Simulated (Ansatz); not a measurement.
Runs of Ansatz 0.2.0 on Ba. The structure is cubic, space group Pm-3m (No. 221). The conventional cell has a = 3.637 Å, b = 3.637 Å, c = 3.637 Å, α = 90.00°, β = 90.00°, γ = 90.00°. Around Ba (site symmetry m-3m) lie 6 Ba at 3.64 Å. This isn't the form of Ba at room conditions, which is bcc.

| task | level | potentials or basis | spin | cell | k mesh | cutoff (eV) | smearing | gap on the mesh (eV) | pressure (GPa) |
| --- | --- | --- | --- | --- | --- | --- | --- | --- | --- |
| density of states | BLYP | all-electron LAPW, relativistic spinors | SOC, no magnetisation | volume scaled by 0.8 | 5 × 5 × 5 | 113 | methfessel-paxton 0.1 eV | none | 4.5 |
| single point | PBEsol | all-electron LAPW, scalar-relativistic | off | volume scaled by 0.8 | 7 × 7 × 7 | 114 | gaussian 0.02 eV | none | 0.9 |
| single point | LDA | all-electron LAPW, scalar-relativistic | off | volume scaled by 0.8 | 7 × 7 × 7 | 113 | gaussian 0.02 eV | - | (a) |
| single point | PBE | all-electron LAPW, scalar-relativistic | off | volume scaled by 0.8 | 7 × 7 × 7 | 114 | gaussian 0.05 eV | none | 2.3 |

Alike in all rows: basis error allowed 0.001 eV/atom.

Task: Fill in the values left out.

Result: (a) 0.0.

Caveats: the k mesh is thin for a metal, which can move the energy by tens of meV per atom (some runs).

A k mesh can miss the band edges, and rows without SOC leave out spin-orbit coupling on Ba.

A gap of «none» marks a metal or a gap under the smearing width.
